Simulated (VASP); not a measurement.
# SnS (Pnma) in VASP: a series of runs

Aim: see how the results for SnS move with the level of theory and the settings. Levels: PBEsol, PBE. Tasks: relaxation of cell and atoms.

Program: VASP 6.6.1. These are calculated values, not measurements. Logs are shortened: lines on timing, memory, paths and dates and some standing lists are left out, and cuts for length are marked.

### Step 1. Starting point

The structure is orthorhombic, space group Pnma (No. 62). Conventional cell: a = 11.200 Å, b = 3.987 Å, c = 4.334 Å, α = 90.00°, β = 90.00°, γ = 90.00°. Sn (site symmetry m) is surrounded by 3 S at 2.63 to 2.67 Å. S (site symmetry m) is surrounded by 3 Sn at 2.63 to 2.67 Å.

### Step 2. Relaxation of cell and atoms, PBEsol

Contents of INCAR:

```
ALGO = Normal
EDIFF = 1E-6
EDIFFG = -0.01
ENCUT = 600
GGA = PS
IBRION = 2
ISIF = 3
ISMEAR = 0
KPAR = 4
LASPH = T
LCHARG = F
LREAL = F
LWAVE = F
NELM = 80
NSW = 90
PREC = Accurate
SIGMA = 0.03
```

Contents of KPOINTS:

```
k-points
0
Gamma
  4 8 6
```

Contents of POSCAR:

```
SnS
1.0
   11.2000000000      0.0000000000      0.0000000000
    0.0000000000      3.9870000000      0.0000000000
    0.0000000000      0.0000000000      4.3340000000
Sn S
4 4
Direct
    0.1194000000      0.2500000000      0.1198000000
    0.3806000000      0.7500000000      0.6198000000
    0.6194000000      0.2500000000      0.3802000000
    0.8806000000      0.7500000000      0.8802000000
    0.8508000000      0.2500000000      0.4793000000
    0.6492000000      0.7500000000      0.9793000000
    0.3508000000      0.2500000000      0.0207000000
    0.1492000000      0.7500000000      0.5207000000
```

Potentials or basis: VASP PAW PBE potentials, release 64 (Sn_d, S).

The run is started by

```console
cat potpaw_PBE.64/Sn_d/POTCAR potpaw_PBE.64/S/POTCAR > POTCAR
mpirun -np 4 vasp_std > vasp.out
```

OUTCAR:

```text
EDIFF = 1E-6
   EDIFFG = -0.01
   ENCUT = 600
   GGA = PS
   IBRION = 2
   ISIF = 3
   ISMEAR = 0
   LASPH = T
   LREAL = F
   NELM = 80
   NSW = 90
   PREC = Accurate

 ion  position               nearest neighbor table
   1  0.119  0.250  0.120-   7 2.63   8 2.67   8 2.67   4 3.49   4 3.49
   2  0.381  0.750  0.620-   8 2.63   7 2.67   7 2.67   3 3.49   3 3.49
   3  0.619  0.250  0.380-   5 2.63   6 2.67   6 2.67   2 3.49   2 3.49
   4  0.881  0.750  0.880-   6 2.63   5 2.67   5 2.67   1 3.49   1 3.49
   5  0.851  0.250  0.479-   3 2.63   4 2.67   4 2.67
   6  0.649  0.750  0.979-   4 2.63   3 2.67   3 2.67
   7  0.351  0.250  0.021-   1 2.63   2 2.67   2 2.67
   8  0.149  0.750  0.521-   2 2.63   1 2.67   1 2.67

  LATTYP: Found a simple orthorhombic cell.
 ALAT       =     3.9870000000
 B/A-ratio  =     1.0870328568
 C/A-ratio  =     2.8091296714

  Lattice vectors:

 A1 = (   0.0000000000,   3.9870000000,   0.0000000000)
 A2 = (   0.0000000000,   0.0000000000,   4.3340000000)
 A3 = (  11.2000000000,   0.0000000000,   0.0000000000)

Analysis of symmetry for initial positions (statically):
=====================================================================
 Subroutine PRICEL returns:
 Original cell was already a primitive cell.

 Routine SETGRP: Setting up the symmetry group for a
 simple orthorhombic supercell.

 Subroutine GETGRP returns: Found  8 space group operations
 (whereof  2 operations were pure point group operations)
 out of a pool of  8 trial point group operations.

The static configuration has the point symmetry S_2 .
 The point group associated with its full space group is D_2h.

Analysis of symmetry for dynamics (positions and initial velocities):
=====================================================================
 Subroutine PRICEL returns:
 Original cell was already a primitive cell.

 Routine SETGRP: Setting up the symmetry group for a
 simple orthorhombic supercell.

 Subroutine GETGRP returns: Found  8 space group operations
 (whereof  2 operations were pure point group operations)
 out of a pool of  8 trial point group operations.

The dynamic configuration has the point symmetry S_2 .
 The point group associated with its full space group is D_2h.

 Subroutine INISYM returns: Found  8 space group operations
 (whereof  2 operations are pure point group operations),
 and found     1 'primitive' translations

----------------------------------------------------------------------------------------

                                     Primitive cell

  volume of cell :     193.5322

  direct lattice vectors                    reciprocal lattice vectors
    11.200000000  0.000000000  0.000000000     0.089285714  0.000000000  0.000000000
     0.000000000  3.987000000  0.000000000     0.000000000  0.250815149  0.000000000
     0.000000000  0.000000000  4.334000000     0.000000000  0.000000000  0.230733733

  length of vectors
    11.200000000  3.987000000  4.334000000     0.089285714  0.250815149  0.230733733

  position of ions in fractional coordinates (direct lattice)
     0.119400000  0.250000000  0.119800000
     0.380600000  0.750000000  0.619800000
     0.619400000  0.250000000  0.380200000
     0.880600000  0.750000000  0.880200000
     0.850800000  0.250000000  0.479300000
     0.649200000  0.750000000  0.979300000
     0.350800000  0.250000000  0.020700000
     0.149200000  0.750000000  0.520700000

  ion indices of the primitive-cell ions
   primitive index   ion index
                 1           1
                 2           2
                 3           3
                 4           4
                 5           5
                 6           6
                 7           7
                 8           8

----------------------------------------------------------------------------------------

 KPOINTS: k-points

Automatic generation of k-mesh.
 Grid dimensions read from file:
 generate k-points for:    4    8    6

 Generating k-lattice:

  Cartesian coordinates                     Fractional coordinates (reciprocal lattice)
     0.022321429  0.000000000  0.000000000     0.250000000  0.000000000  0.000000000
     0.000000000  0.031351894  0.000000000     0.000000000  0.125000000  0.000000000
     0.000000000  0.000000000  0.038455622     0.000000000  0.000000000  0.166666667

  Length of vectors
     0.022321429  0.031351894  0.038455622

  Shift w.r.t. Gamma in fractional coordinates (k-lattice)
     0.000000000  0.000000000  0.000000000

 Subroutine IBZKPT returns following result:
 ===========================================

 Found     60 irreducible k-points:

 Following reciprocal coordinates:
            Coordinates               Weight
  0.000000  0.000000  0.000000      1.000000
  0.250000  0.000000  0.000000      2.000000
  0.500000  0.000000  0.000000      1.000000
  0.000000  0.125000  0.000000      2.000000
  0.250000  0.125000  0.000000      4.000000
  0.500000  0.125000  0.000000      2.000000
[... 16 lines left out ...]
  0.250000  0.250000  0.166667      8.000000
  0.500000  0.250000  0.166667      4.000000
 [... further k-points ...]
   k-points           NKPTS =     60   k-points in BZ     NKDIM =     60   number of bands    NBANDS=     48
   number of dos      NEDOS =    301   number of ions     NIONS =      8
   total plane-waves  NPLWV = 103680
   dimension x,y,z NGX =    90 NGY =   32 NGZ =   36
   dimension x,y,z NGXF=   180 NGYF=   64 NGZF=   72
   ions per type =               4   4
   NGX,Y,Z   is equivalent  to a cutoff of  13.36, 13.34, 13.81 a.u.
   NGXF,Y,Z  is equivalent  to a cutoff of  26.72, 26.69, 27.62 a.u.
 SYSTEM =  unknown system
   PREC   = accura    normal or accurate (medium, high low for compatibility)
   ISTART =      0    job   : 0-new  1-cont  2-samecut
   ICHARG =      2    charge: 1-file 2-atom 10-const
   ISPIN  =      1    spin polarized calculation?
   LNONCOLLINEAR =      F non collinear calculations
   LSORBIT =      F    spin-orbit coupling
   LASPH  =      T    aspherical Exc in radial PAW
   ENCUT  =  600.0 eV  44.10 Ry    6.64 a.u.  22.37  7.96  8.66*2*pi/ulx,y,z
   NELM   =     80;   NELMIN=  2; NELMDL= -5     # of ELM steps
   EDIFF  = 0.1E-05   stopping-criterion for ELM
   LREAL  =      F    real-space projection
   EDIFFG = -.1E-01   stopping-criterion for IOM
   NSW    =     90    number of steps for IOM
   IBRION =      2    ionic relax: 0-MD 1-quasi-New 2-CG
   NFREE  =      1    steps in history (QN), initial steepest desc. (CG)
   ISIF   =      3    stress and relaxation
   ISYM   =      2    0-nonsym 1-usesym 2-fastsym
   POTIM  = 0.5000    time-step for ionic-motion
   TEBEG  =    0.0;   TEEND  =   0.0 temperature during run
   PSTRESS=    0.0 pullay stress
   NELECT =      80.0000    total number of electrons
   NUPDOWN=      -1.0000    fix difference up-down
   EMIN   =  10.00;   EMAX   =-10.00  energy-range for DOS
   EFERMI =   0.00;   METHOD = LEGACY
   ISMEAR =     0;   SIGMA  =   0.03  broadening in eV -4-tet -1-fermi 0-gaus
   EFERMI_NEDOS =   21; number of points for ismear=-14 and -15
   IALGO  =     38    algorithm
   IMIX   =      4    mixing-type and parameters
     AMIX     =   0.40;   BMIX     =  1.00
     AMIX_MAG =   1.60;   BMIX_MAG =  1.00
  volume/ion in A,a.u.               =      24.19       163.25
  Fermi-wavevector in a.u.,A,eV,Ry     =   1.219515  2.304549 20.234810  1.487217
  Thomas-Fermi vector in A             =   2.354764
   LORBIT       =      0    0 simple, 1 ext, 2 COOP (PROOUT), +10 PAW based schemes
   GGA     = PS    functional components
   LHFCALC =     F    Hartree Fock is set to
   AEXX    =    0.0000 exact exchange contribution
   IVDW    =     0    specifies the selected vdW correction
   LEPSILON=     F    determine dielectric tensor
   LRPA    =     F    only Hartree local field effects (RPA)
 conjugate gradient relaxation of ions
 non-spin polarized calculation
 Gauss-broadening in eV      SIGMA  =   0.03
  energy-cutoff  :      600.00
  volume of cell :      193.53
 maximum number of plane-waves:      6488
 NGX is ok and might be reduce to    90
   NGX = 45   NGY = 15   NGZ = 17

--------------------------------------- Ionic step        1  -------------------------------------------

 number of electron      80.0000006 magnetization

 Free energy of the ion-electron system (eV)
  ---------------------------------------------------
  ext. energy  EPLUGINS =         0.00000000
  ---------------------------------------------------
  free energy    TOTEN  =       -38.36451002 eV

  energy without entropy =      -38.36451002  energy(sigma->0) =      -38.36451002

------------------------ aborting loop because EDIFF is reached ----------------------------------------

  FORCE on cell =-STRESS in cart. coord.  units (eV):
  Direction    XX          YY          ZZ          XY          YZ          ZX
  --------------------------------------------------------------------------------------
  -------------------------------------------------------------------------------------
  Total       -0.7881845     -0.9963468     -1.0808173      0.0000000     -0.0000000      0.0000000
  in kB       -6.5250717     -8.2483661     -8.9476650      0.0000000     -0.0000000      0.0000000
  external PRESSURE =      -7.9070343 kB  Pullay stress =       0.0000000 kB
[... 107 lines left out ...]
  FREE ENERGIE OF THE ION-ELECTRON SYSTEM (eV)
  ---------------------------------------------------
  free  energy   TOTEN  =       -38.3741740881 eV

  energy  without entropy=      -38.3741740881  energy(sigma->0) =      -38.37417409

[... ionic steps 4 to 14 ...]

--------------------------------------- Ionic step       15  -------------------------------------------

 number of electron      80.0000002 magnetization

------------------------ aborting loop because EDIFF is reached ----------------------------------------
[... 79 lines left out ...]
--------------------------------------- Ionic step       17  -------------------------------------------

 number of electron      80.0000006 magnetization

 Free energy of the ion-electron system (eV)
  ---------------------------------------------------
  ext. energy  EPLUGINS =         0.00000000
  ---------------------------------------------------
  free energy    TOTEN  =       -38.39067835 eV

  energy without entropy =      -38.39067835  energy(sigma->0) =      -38.39067835

 E-fermi :   6.6714     XC(G=0): -10.2034

 val. band max:        6.4811355999   @ k =   0.5000   0.0000   0.5000
 cond. band min:       7.2488957530   @ k =   0.0000   0.0000   0.0000
 fundamental gap:      0.7677601531
 Fermi energy:         6.6713914454

 k-point     1 :       0.0000    0.0000    0.0000
  band No.  band energies     occupation
      1     -14.7347      2.00000
      2     -14.7117      2.00000
      3     -14.7101      2.00000
      4     -14.7019      2.00000
      5     -14.6971      2.00000
      6     -14.6924      2.00000
[... 1213 lines left out ...]
     47      10.1013      0.00000
     48      10.1013      0.00000

 [... further k-points ...]

------------------------ aborting loop because EDIFF is reached ----------------------------------------

  FORCE on cell =-STRESS in cart. coord.  units (eV):
  Direction    XX          YY          ZZ          XY          YZ          ZX
  --------------------------------------------------------------------------------------
  -------------------------------------------------------------------------------------
  Total        0.0513819     -0.0601440     -0.0150007      0.0000000     -0.0000000      0.0000000
  in kB        0.4394146     -0.5143475     -0.1282853      0.0000000     -0.0000000      0.0000000
  external PRESSURE =      -0.0677394 kB  Pullay stress =       0.0000000 kB
[... 23 lines left out ...]
  FREE ENERGIE OF THE ION-ELECTRON SYSTEM (eV)
  ---------------------------------------------------
  free  energy   TOTEN  =       -38.3906783469 eV

  energy  without entropy=      -38.3906783469  energy(sigma->0) =      -38.39067835

 reached required accuracy - stopping structural energy minimisation
```

It took 12 min on 4 MPI ranks of AMD EPYC 9R45 (Zen 5), shared host; peak memory 0.66 GiB.

Results:

* Free energy: -38.3907 eV
* Relaxed volume: 23.42 Å³/atom
* Relaxed cell: a = 11.083 Å, b = 3.984 Å, c = 4.242 Å, α = 90.00°, β = 90.00°, γ = 90.00°
* Space group after relaxing (to 0.05 Å): Pnma (No. 62)
* Energy gained by relaxing: 3.3 meV/atom
* Ionic steps: 17
* Pressure after relaxing: 0.0 GPa
* Largest force after relaxing: 0.009 eV/Å
* Band gap on the k mesh: 0.77 eV, indirect (least direct gap 1.08 eV)

Forces in eV/Å, atoms in the order of the input:
```
Sn  -0.003  0.000 -0.009
Sn   0.003  0.000 -0.009
Sn  -0.003  0.000  0.009
Sn   0.003  0.000  0.009
S    0.001  0.000  0.002
S   -0.001  0.000  0.002
S    0.001  0.000 -0.002
S   -0.001  0.000 -0.002
```

The path:
| step | energy change (eV) | largest force (eV/Å) | pressure (GPa) | volume (Å³) |
| --- | --- | --- | --- | --- |
| 1 | 0.0000 | 0.0741 | -0.79 | 193.53 |
| 2 | -0.0097 | 0.1417 | 0.13 | 190.21 |
| 3 | -0.0097 | 0.1445 | 0.17 | 190.10 |
| 4 | -0.0166 | 0.0946 | 0.11 | 189.32 |
| 5 | -0.0225 | 0.0337 | 0.02 | 187.85 |
| 6 | -0.0226 | 0.0383 | 0.03 | 187.65 |
| 7 | -0.0247 | 0.0292 | -0.04 | 187.49 |
| 8 | -0.0246 | 0.0292 | -0.03 | 187.48 |
| 9 | -0.0254 | 0.0155 | 0.05 | 187.24 |
| 10 | -0.0255 | 0.0152 | 0.09 | 187.09 |
| 11 | -0.0257 | 0.0241 | -0.09 | 187.58 |
| 12 | -0.0258 | 0.0208 | -0.02 | 187.43 |
| 13 | -0.0258 | 0.0204 | -0.05 | 187.45 |
| 14 | -0.0259 | 0.0183 | -0.02 | 187.43 |
| 15 | -0.0260 | 0.0166 | -0.01 | 187.41 |
| 16 | -0.0262 | 0.0091 | 0.02 | 187.33 |
| 17 | -0.0262 | 0.0094 | -0.01 | 187.35 |

Final structure:
```xyz
8
Lattice="11.0830 0.0000 0.0000 0.0000 3.9845 0.0000 0.0000 0.0000 4.2425" Properties=species:S:1:pos:R:3 pbc="T T T"
Sn    1.3112    0.9961    0.4812
Sn    4.2303    2.9883    2.6024
Sn    6.8527    0.9961    1.6401
Sn    9.7718    2.9883    3.7613
S     9.4592    0.9961    2.0070
S     7.1652    2.9883    4.1283
S     3.9177    0.9961    0.1142
S     1.6238    2.9883    2.2355
```

Caveat: the PAW data sets were made with another functional, which shifts forces and pressure a little; spin-orbit coupling is left out, which moves the levels of the heavy elements. A k mesh can miss the band edges.

### Step 3. Relaxation of cell and atoms, PBEsol

This run uses another cell than the first one, of 23.42 Å³/atom, 0.968 times its volume.

Changes to INCAR since step 2:

```diff
@@ -1,4 +1,4 @@
 ALGO = Normal
-EDIFF = 1E-6
-EDIFFG = -0.01
+EDIFF = 1E-7
+EDIFFG = -0.005
 ENCUT = 600
```

KPOINTS is that of step 2.

Contents of POSCAR:

```
SnS                                     
1.0
   11.0829685874      0.0000000000      0.0000000000
    0.0000000000      3.9844556915     -0.0000000000
    0.0000000000     -0.0000000000      4.2424905025
  Sn              S             
     4     4
Direct
     0.1183073355595953    0.2500000000000000    0.1134200509727112
     0.3816926644404047    0.7500000000000000    0.6134200509727111
     0.6183073355595952    0.2500000000000000    0.3865799490272888
     0.8816926644404048    0.7500000000000000    0.8865799490272889
     0.8534911889535997    0.2500000000000000    0.4730776823841529
     0.6465088110464003    0.7500000000000000    0.9730776823841528
     0.3534911889535998    0.2500000000000000    0.0269223176158471
     0.1465088110464001    0.7500000000000000    0.5269223176158472
```

Potentials or basis: VASP PAW PBE potentials, release 64 (Sn_d, S).

The run is started by

```console
cat potpaw_PBE.64/Sn_d/POTCAR potpaw_PBE.64/S/POTCAR > POTCAR
mpirun -np 4 vasp_std > vasp.out
```

Wall time 12 min (4 MPI ranks of AMD EPYC 9R45 (Zen 5), shared host); peak memory 0.64 GiB.

The run converged. Its results:

| Quantity | Value |
| --- | --- |
| Free energy | -38.3905 eV |
| Relaxed volume | 23.40 Å³/atom |
| Relaxed cell | a = 11.102 Å, b = 3.986 Å, c = 4.230 Å, α = 90.00°, β = 90.00°, γ = 90.00° |
| Space group after relaxing (to 0.05 Å) | Pnma (No. 62) |
| Energy gained by relaxing | 0.0 meV/atom |
| Ionic steps | 14 |
| Pressure after relaxing | 0.0 GPa |
| Largest force after relaxing | 0.003 eV/Å |
| Band gap on the k mesh | 0.72 eV, indirect (least direct gap 1.08 eV) |

Forces on the atoms (eV/Å):
```
Sn   0.002  0.000 -0.002
Sn  -0.002  0.000 -0.002
Sn   0.002  0.000  0.002
Sn  -0.002  0.000  0.002
S    0.003  0.000  0.002
S   -0.003  0.000  0.002
S    0.003  0.000 -0.002
S   -0.003  0.000 -0.002
```

The path:
```csv
step,energy change (eV),largest force (eV/Å),pressure (GPa),volume (Å³)
1,0.0000,0.0091,-0.01,187.35
2,0.0000,0.0093,0.00,187.29
3,0.0000,0.0102,0.01,187.23
4,0.0000,0.0100,0.01,187.25
5,-0.0001,0.0073,0.00,187.25
6,-0.0001,0.0058,-0.02,187.26
7,-0.0001,0.0051,0.01,187.18
8,-0.0001,0.0061,0.03,187.12
9,-0.0002,0.0060,0.03,187.12
10,-0.0002,0.0061,0.02,187.13
11,-0.0003,0.0062,0.01,187.14
12,-0.0003,0.0071,-0.01,187.18
13,-0.0003,0.0068,0.00,187.17
14,-0.0003,0.0031,-0.01,187.17
```

Final structure:
```
Sn S
1.0
    11.10224    0.00000    0.00000
     0.00000    3.98561    0.00000
     0.00000    0.00000    4.22986
Sn S
4 4
Cartesian
  1.3158 0.9964 0.4652
  4.2353 2.9892 2.5802
  6.8669 0.9964 1.6497
  9.7864 2.9892 3.7646
  9.4730 0.9964 2.0065
  7.1803 2.9892 4.1215
  3.9219 0.9964 0.1084
  1.6292 2.9892 2.2233
```

Levels at points of the mesh, in eV from the valence-band top:
| k point | band 38 | band 39 | band 40 | band 41 | band 42 | band 43 |
| --- | --- | --- | --- | --- | --- | --- |
| (0.00, 0.00, 0.00) | -1.30 | -0.81 | -0.67 | 0.72 | 2.97 | 3.01 |
| (0.50, 0.00, 0.00) | -2.23 | -0.70 | -0.70 | 2.62 | 2.62 | 2.77 |
| (0.00, 0.50, 0.00) | -1.04 | -0.77 | -0.77 | 1.10 | 1.10 | 1.72 |
| (0.50, 0.50, 0.00) | -1.00 | -1.00 | -1.00 | 1.58 | 1.58 | 1.58 |
| (0.00, 0.00, 0.50) | -0.95 | -0.09 | -0.09 | 1.41 | 1.41 | 1.86 |
| (0.50, 0.00, 0.50) | -0.72 | 0.00 | 0.00 | 1.30 | 1.30 | 1.81 |
| (0.00, 0.50, 0.50) | -2.57 | -1.59 | -1.59 | 2.74 | 2.74 | 3.00 |
| (0.50, 0.50, 0.50) | -1.77 | -1.77 | -1.77 | 2.54 | 2.54 | 2.54 |

Caveat: the PAW data sets were made with another functional, which shifts forces and pressure a little; spin-orbit coupling is left out, which moves the levels of the heavy elements.

[end of part 1 of 2]
